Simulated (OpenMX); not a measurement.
Runs of OpenMX 3.8.5 on TiC. The structure is cubic, space group Fm-3m (No. 225). Conventional cell: a = 4.331 Å, b = 4.331 Å, c = 4.331 Å, α = 90.00°, β = 90.00°, γ = 90.00°. Ti (site symmetry m-3m) has 6 C at 2.17 Å as nearest neighbours. C (site symmetry m-3m) has 6 Ti at 2.17 Å as nearest neighbours. The cell is a database's computed one.

```csv
task,level,potentials or basis,k mesh,"grid points, held for all volumes",max SCF cycles,pressure (GPa),V0 of scaled cells (Å³/atom),B0 (GPa)
equation of state,PBE,"OpenMX 2013 PBE set, Ti7.0-s3p2d2, C6.0-s2p2d1, fixed grid of 30 × 30 × 30 points",11 × 11 × 11,30 × 30 × 30,-,-,(b),253
equation of state,LDA,"OpenMX 2013 LDA set, Ti7.0-s3p2d2, C6.0-s2p2d1, fixed grid of 30 × 30 × 30 points",11 × 11 × 11,30 × 30 × 30,-,-,(a),293
band structure,LDA,"OpenMX 2013 LDA set, Ti7.0-s3p2d2, C6.0-s2p2d1, grid cutoff 400 Ry",9 × 9 × 9,-,100,-12.6,-,-
band structure,LDA,"OpenMX 2013 LDA set, Ti7.0-s3p2d2, C6.0-s2p2d1, grid cutoff 400 Ry",11 × 11 × 11,-,100,-12.5,-,-
band structure,PBE,"OpenMX 2013 PBE set, Ti7.0-s3p2d2, C6.0-s2p2d1, grid cutoff 400 Ry",9 × 9 × 9,-,100,-0.1,-,-
```

Alike in all rows: no spin polarisation; cell as given; smearing fermi-dirac 0.05 eV.

Fill in the values left out.

(a) 9.69; (b) 10.16.

Caveats: the basis of atomic orbitals isn't converged, which shifts pressures, moduli and gaps; volumes in these bases differ from converged ones by about 1 %, for some elements by several (some runs).

Not every run made on this cell is shown here.
